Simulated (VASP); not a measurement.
## A VASP 6.6.1 single-point calculation on InP

INCAR

```
NBANDS = 16
IBRION = -1
LREAL = .FALSE.
EDIFF = 1E-7
ISYM = 1
LASPH = .TRUE.
SIGMA = 0.005
LCHARG = .FALSE.
ENCUT = 520
ISIF = 2
LWAVE = .FALSE.
NELM = 120
NSW = 0
METAGGA = RTPSS
PREC = Accurate
ISMEAR = -5
```

KPOINTS

```
KPOINTS created by Atomic Simulation Environment
0
Gamma
8 8 8
0 0 0
```

POSCAR

```
In P
 1.0000000000000000
     0.0000000000000000    2.9537876347999998    2.8651740058000001
     2.9537876347999998    0.0000000000000000    2.8651740058000001
     2.9537876347999998    2.9537876347999998    0.0000000000000000
 In  P
   1   1
Cartesian
  0.0000000000000000  0.0000000000000000  0.0000000000000000
  1.4768938173999999  1.4768938173999999  1.4325870029000001
```

The recommended PBE PAW datasets give the neutral cell 18 valence electrons.

Command

```
mpirun -np 1 vasp_std
```

Problem. Predict the outcome of this run.

Solution. It converged. Results: gap between bands v and c on the k mesh 0.76 eV; least direct gap on the k mesh 0.76 eV; pressure 2.4 GPa. Band v is the last that the valence electrons fill when counted band by band, and c is the next.

OSZICAR

```
N       E                     dE             d eps       ncg     rms          rms(c)
DAV:   1     0.120077588279E+03    0.12008E+03   -0.83398E+03  1888   0.125E+03
DAV:   2     0.844959516586E+01   -0.11163E+03   -0.10734E+03  2080   0.292E+02
DAV:   3     0.141864437798E+01   -0.70310E+01   -0.69970E+01  2464   0.776E+01
DAV:   4     0.125682557652E+01   -0.16182E+00   -0.16176E+00  2376   0.120E+01
DAV:   5     0.124989358891E+01   -0.69320E-02   -0.69318E-02  2720   0.230E+00    0.873E+00
DAV:   6     0.749949595774E+01    0.62496E+01   -0.12455E+01  2376   0.626E+01    0.365E+00
DAV:   7     0.769537345368E+01    0.19588E+00   -0.44298E-01  2216   0.631E+00    0.229E+00
DAV:   8     0.774872390755E+01    0.53350E-01   -0.29645E-01  2168   0.470E+00    0.117E+00
DAV:   9     0.774200255164E+01   -0.67214E-02   -0.19523E-02  2592   0.108E+00    0.870E-01
DAV:  10     0.774266107846E+01    0.65853E-03   -0.29151E-03  2432   0.363E-01    0.193E-01
DAV:  11     0.774249017969E+01   -0.17090E-03   -0.59529E-04  2648   0.225E-01    0.614E-02
DAV:  12     0.774244218831E+01   -0.47991E-04   -0.67569E-05  2280   0.101E-01    0.120E-02
DAV:  13     0.774242956363E+01   -0.12625E-04   -0.27750E-05  2552   0.351E-02    0.934E-03
DAV:  14     0.774242716006E+01   -0.24036E-05   -0.62215E-06  2216   0.232E-02    0.641E-03
DAV:  15     0.774242813368E+01    0.97362E-06   -0.82676E-07  2288   0.862E-03    0.138E-03
DAV:  16     0.774242837549E+01    0.24181E-06   -0.78623E-08  2168   0.197E-03    0.165E-03
DAV:  17     0.774242836953E+01   -0.59567E-08   -0.99857E-09  1304   0.766E-04
   1 F= 0.77424284E+01 E0= 0.77424284E+01  d E =0.000000E+00
```

For comparison, a separate PBE run of the intended cell, on usual settings and not on those above, gives a gap of 0.65 eV on its mesh and a pressure of 3.8 GPa.
